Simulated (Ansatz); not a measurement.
Hf: band structure with PBE

The system is Hf.

```
CELL_PARAMETERS angstrom
3.19670 0.00000 0.00000
-1.59835 2.76842 0.00000
0.00000 0.00000 5.05780
ATOMIC_POSITIONS crystal
Hf 0.66667 0.33333 0.75000
Hf 0.33333 0.66667 0.25000
```

```
Program                             : Ansatz 0.2.0
Task                                : band structure
Functional                          : PBE
Potentials or basis                 : Ansatz PAW
Cutoff                              : 420 eV (not typed: the program's choice for these potentials)
k mesh                              : 7 × 7 × 4
Occupations                         : fermi-dirac, width 0.05 eV
Spin                                : spin-orbit coupling, no magnetisation
Path                                : [["G", "M", "K", "G", "A", "L", "H", "A"], ["L", "M"], ["K", "H"]]
Points for each segment of the path : 14
```

```
Pressure               : 0.7 GPa
Band gap on the k mesh : none (metal or under the smearing width)
```

Stress tensor (GPa, compression positive):
```
0.22 0.00 0.00
0.00 0.22 0.00
0.00 0.00 1.52
```

Levels at the corners of the path, in eV from the Fermi level:
```
point  band 49  band 50  band 51  band 52  band 53  band 54  band 55  band 56
    Γ     0.54     0.54     0.96     0.96     1.34     1.34     1.38     1.38
    M    -2.27    -2.27    -0.85    -0.85     0.70     0.70     0.81     0.81
    K    -1.67    -1.67    -1.52    -1.52     0.27     0.27     0.38     0.38
    Γ     0.54     0.54     0.96     0.96     1.34     1.34     1.38     1.38
    A     0.11     0.11     0.11     0.11     0.89     0.89     0.89     0.89
    L    -1.02    -1.02    -1.02    -1.02     1.07     1.07     1.07     1.07
    H    -1.66    -1.66    -1.37    -1.37    -0.41    -0.41    -0.11    -0.11
    A     0.11     0.11     0.11     0.11     0.89     0.89     0.89     0.89
    L    -1.02    -1.02    -1.02    -1.02     1.07     1.07     1.07     1.07
    M    -2.27    -2.27    -0.85    -0.85     0.70     0.70     0.81     0.81
    K    -1.67    -1.67    -1.52    -1.52     0.27     0.27     0.38     0.38
    H    -1.66    -1.66    -1.37    -1.37    -0.41    -0.41    -0.11    -0.11
```

Run time: 31 s on 2 threads of Intel(R) Xeon(R) Processor @ 2.50GHz (Skylake/Cascade Lake), with other jobs on the host, peak memory 0.62 GiB.
